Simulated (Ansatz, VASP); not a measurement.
## Two plane-wave programs on Fe

```
Fe
1.0
     0.00000    1.74132    1.74132
     1.74132    0.00000    1.74132
     1.74132    1.74132    0.00000
Fe
1
Cartesian
  0.0000 0.0000 0.0000
```

Alike in both runs: functional PBE; k mesh 18 × 18 × 18; occupations fermi-dirac, width 0.05 eV; collinear spin.

Ansatz relaxed the structure, and its values are those at the end. VASP's run is a single point on that final structure, the one shown.

|  | VASP | Ansatz |
| --- | --- | --- |
| version | VASP 6.6.1 | Ansatz 0.2.0 |
| potentials or method | VASP PAW PBE potentials, release 64 (Fe) | PAW with Ansatz's default frozen-core files, scalar-relativistic |
| plane-wave cutoff (eV) | 520 | 420 |
| valence electrons in the cell | 8 | 16 |

|  | VASP | Ansatz | Ansatz less VASP |
| --- | --- | --- | --- |
| pressure (GPa) | -0.1 | 0.0 | +0.10 |
| net moment per atom (μB) | 1.05 | 1.02 | -0.027 |
| size of the moment on the site where the two differ most (μB) | 1.03 | 1.03 | -0.005 |

Site moments also hang on the region over which each program counts them. The two sets of potentials don't hold the same shells in valence.
